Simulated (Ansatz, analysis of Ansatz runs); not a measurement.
# A hop of O in LaOF (R-3m), charge 0, part 2 of 4

Aim: the barrier of one jump in LaOF (R-3m) at charge 0: V_O hop (2.9 Å). The model is a cell of 36 host atoms with 1 O taken out; O is the atom that moves.

Ansatz 0.2.0; plane-wave PAW DFT, PBEsol; nudged elastic band between two relaxed defect structures.

So far: Set-up; Relaxation of the start point, charge 0.

### Step 3. Relaxation of the end point, charge 0

Level of this step: plane-wave PAW DFT, PBEsol; relaxation of all atoms of a defect supercell (Ansatz).

The end point is relaxed in the same cell and settings, so that the two energies compare.

q0.end/input.yaml

```yaml
crystal:
  lattice:
    - [-4.01323028, 6.95111876, 0.0]
    - [-12.03969085, 0.0, 0.0]
    - [-2.00661514, 1.15851979, 6.68937331]
  atoms:
    - { symbol: La, position: [0.12912111, 0.08608074, 0.22527337] }
    - { symbol: La, position: [0.37087889, 0.2472526, 0.77472663] }
[... 3 atom lines left out ...]
    - { symbol: F, position: [0.43550737, 0.29033824, 0.3869558] }
[... 1 atom line left out ...]
    - { symbol: La, position: [0.37087889, 0.58058593, 0.77472663] }
    - { symbol: O, position: [0.1884472, 0.4589648, 0.86931681] }
    - { symbol: O, position: [0.688649, 0.459099, -0.131895] }
[... 1 atom line left out ...]
    - { symbol: F, position: [0.43550737, 0.62367158, 0.3869558] }
[... 2 atom lines left out ...]
    - { symbol: O, position: [0.1884472, 0.79229813, 0.86931681] }
[... 4 atom lines left out ...]
    - { symbol: La, position: [0.87087889, 0.2472526, 0.77472663] }
[... 1 atom line left out ...]
    - { symbol: O, position: [0.8115528, 0.20770187, 0.13068319] }
[... 2 atom lines left out ...]
    - { symbol: La, position: [0.62912111, 0.41941407, 0.22527337] }
[... 1 atom line left out ...]
    - { symbol: O, position: [0.8115528, 0.5410352, 0.13068319] }
    - { symbol: F, position: [0.56449263, 0.37632842, 0.6130442] }
[... 5 atom lines left out ...]
    - { symbol: F, position: [0.56449263, 0.70966176, 0.6130442] }
    - { symbol: F, position: [0.93550737, 0.95700491, 0.3869558] }
basis:
  ecutwfc: 420
  xc_grid: 2
hamiltonian:
  xc: pbesol
kpoints:
  mp_grid: { grid: [1, 1, 1] }
scf:
  occupations: { method: fixed }
  max_iter: 60
output:
  forces: true
relax:
  f_tol: 0.015
  max_steps: 70
  random_displacement: { amplitude: 0.03, seed: 7080 }
```

Command:

```
ansatz run input.yaml --threads 4 --pin off --max-ram 7536MiB --backend cpu --events-out ev --progress --plain --runs-dir out
```

The program printed:

```text
[...]
Crystal: 35 atoms, lattice volume = 559.829 Å³
Basis set: ecut = 420 eV, 10937 PW (Γ), exchange–correlation on 108×162×96 points (8 copies of the dense FFT grid, shifted against one another)
Bands: 176, of which v1, the nominal top of the filled ones, is band 141 counted from 1 (140 counted from 0)
Symmetry: 1 space group operations
k-points: 1
[...]
SCF iter   1: F=—  HF=-89780.944457 eV  |F-HF|=—  |Δ(HF+E_count)|=         —  Δρ=1.69e-2  dr2=1.87e0  ethr=1.77e-3  ⟨swp⟩=6.0  Hψ=625  notcnv=0  defer=33
[...]
SCF iter   8: F=-89780.481063 eV  HF=-89780.481062 eV  |F-HF|=9.40e-7  |Δ(HF+E_count)|=   9.19e-6  Δρ=2.71e-5  dr2=4.80e-6  ethr=1.99e-9  ⟨swp⟩=5.0  Hψ=727  notcnv=0
SCF 1 converged in 8 iterations: F = -89780.481063 eV  dr2 = 4.80e-6
[...]
- { symbol: F, position: [0.060450, 0.712032, 0.610728] }
    - { symbol: F, position: [0.435179, 0.956980, 0.387674] }
    - { symbol: La, position: [0.626960, 0.086228, 0.225658] }
    - { symbol: La, position: [0.869674, 0.248049, 0.776496] }
    - { symbol: O, position: [0.688361, 0.124742, 0.870009] }
    - { symbol: O, position: [0.811211, 0.207927, 0.130620] }
    - { symbol: F, position: [0.561729, 0.043645, 0.613402] }
    - { symbol: F, position: [0.939445, 0.285295, 0.397515] }
    - { symbol: La, position: [0.638013, 0.415281, 0.223275] }
    - { symbol: La, position: [0.869130, 0.582887, 0.775137] }
    - { symbol: O, position: [0.810784, 0.541213, 0.129797] }
    - { symbol: F, position: [0.565106, 0.375911, 0.610952] }
    - { symbol: F, position: [0.939744, 0.623249, 0.383422] }
    - { symbol: La, position: [0.628907, 0.751589, 0.223715] }
    - { symbol: La, position: [0.868576, 0.915882, 0.775841] }
    - { symbol: O, position: [0.688560, 0.791336, 0.870187] }
    - { symbol: O, position: [0.807411, 0.877082, 0.131040] }
    - { symbol: F, position: [0.565472, 0.709655, 0.608683] }
    - { symbol: F, position: [0.931793, 0.960316, 0.391227] }
[key lines of the parts left out:]
SCF converged after 5 iterations
Free energy (F): -89780.770664 eV
Fermi energy:    11.704356 eV
```

Wall time 35 s (4 threads of Arm Neoverse V1, shared host); peak memory 0.68 GiB; 76 s of CPU time.

The steps of the relaxation:

```tsv
step	energy less that of the first step (eV)	largest force component (eV/Å)
1	0.0000	1.1476
2	0.0289	1.4386
3	-0.2729	0.1700
4	-0.2850	0.0570
5	-0.2867	0.0615
6	-0.2894	0.0177
7	-0.2896	0.0073
```

Relaxation step 2 was tried and not accepted.

The atoms that moved most (Å, from the sites as typed, ahead of the random displacement, the mean shift of all atoms taken out):

```tsv
atom	dx	dy	dz	length
F24	0.023	0.045	0.070	0.086
La8	-0.005	-0.006	-0.081	0.082
La25	0.017	0.065	-0.014	0.068
F12	0.041	-0.027	-0.042	0.064
O15	0.049	0.027	0.029	0.063
La7	0.053	-0.021	0.004	0.057
La13	-0.038	-0.037	-0.001	0.053
O9	-0.035	0.029	0.024	0.052
```

Neighbours of O10 at the end:

```tsv
atom	distance (Å)
La25	2.352
La20	2.395
La8	2.421
La26	2.435
F11	2.888
F28	2.891
O22	2.892
O27	2.899
F34	2.905
```

This step gave:

```
free energy                                                                                       : -89780.7707 eV
largest move from the ideal geometry of this structure, a common shift of the far atoms taken out : 0.09226 Å
```

The relaxation gained 0.290 eV and ended with a largest force component of 0.0073 eV/Å. The end lies within 1 meV of the start.

[end of part 2 of 4]

[Long decimals in the printed logs are rounded to 6 places.]

[Repeated set-up lines and some long k-point lines are left out of the logs, and relaxed atomic positions are cut to six decimals.]

[Logs are printed without paths, hosts, clocks, repeated set-up lines and the standing remarks that a program may print on its own settings, such as how far it seeks lower states.]

[Hosts, paths, dates, database ids (printed as entryN), source tags and the programs' standing remarks are cut or masked in the printed files.]
